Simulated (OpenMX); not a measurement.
NaF (Villiaumite) under changes of volume

One of the cells (12.487 Å³/atom); the others are scaled copies at fixed shape and fractional positions:

```
Na F
1.0
     0.00000    2.32000    2.32000
     2.32000    0.00000    2.32000
     2.32000    2.32000    0.00000
Na F
1 1
Cartesian
  0.0000 0.0000 0.0000
  2.3200 2.3200 2.3200
```

* Program: OpenMX 3.8.5
* Functional: PBE
* Potentials or basis: OpenMX 2013 PBE set, Na9.0-s3p2d1, F6.0-s2p2d1, fixed grid of 36 × 36 × 36 points
* k mesh: 11 × 11 × 11
* Occupations: fermi-dirac, width 0.05 eV
* Spin: no spin polarisation

| volume (Å³/atom) | energy over the lowest point (meV/atom) | gap on the mesh (eV) |
| --- | --- | --- |
| 11.738 | ? | ? |
| 11.988 | 14.00 | 6.44 |
| 12.237 | 7.99 | 6.33 |
| 12.487 | 3.67 | 6.22 |
| 12.737 | 1.12 | 6.11 |
| 12.987 | 0.00 | 6.01 |
| 13.236 | 0.09 | 5.92 |

Task: What does the run at 11.738 Å³/atom give?

Result: Energy over the lowest point 22.02 meV/atom; gap on the mesh 6.56 eV.

Worked out: A Birch-Murnaghan fit of order 3 (a polynomial in V^(-2/3)) to the other rows has its minimum at 13.08 Å³/atom with B0 = V·E''(V) = 41 GPa and B' = 5.6. It gives 22.21 meV/atom at 11.738 Å³/atom, against the run's 22.02. A straight line through the other rows of the gap, of slope -5.29 eV per unit of ln V (its deformation potential), extrapolates to 6.55 eV, against the run's 6.56.

Energies are extrapolated to zero smearing.

Caveats: an odd mesh through Γ misses points on the zone boundary, where band edges often lie; the basis of atomic orbitals isn't converged, which shifts pressures, moduli and gaps.
